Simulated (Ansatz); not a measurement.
The system is CoO.

```xyz
2
Lattice="0.0000 2.1315 2.1315 2.1315 0.0000 2.1315 2.1315 2.1315 0.0000" Properties=species:S:1:pos:R:3 pbc="T T T"
Co    0.0000    0.0000    0.0000
O     2.1315    2.1315    2.1315
```

Base run:

* Program: Ansatz 0.2.0
* Functional: BLYP
* Potentials or basis: Ansatz PAW
* Cutoff: 420 eV (not typed: the program's choice for these potentials)
* k mesh: 11 × 11 × 11
* Occupations: fermi-dirac, width 0.05 eV
* Spin: collinear spin, ferromagnetic start
* Starting moments: [2.0, 0.0] μB

Its results: band gap on the k mesh none (metal or under the smearing width); pressure 4.9 GPa; net moment 2.82 μB per cell; site moments Co +2.41; O +0.30 μB.

Q: The run is repeated on the same cell with these changes: functional from BLYP to PBE; occupations from fermi-dirac, width 0.05 eV to gaussian, width 0.05 eV. What comes out?

A: Band gap on the k mesh none (metal or under the smearing width); pressure -1.7 GPa; net moment 2.96 μB per cell; site moments Co +2.52; O +0.33 μB.

Caveats: a cell with one magnetic atom can't hold antiferromagnetic order, which such compounds often take; semilocal functionals often make such compounds metallic where correlation or magnetic order opens a gap, which also shifts bond lengths; the PAW data sets come from PBE, with cores solved anew for the run's functional, which leaves a small shift of forces and pressure (some runs).
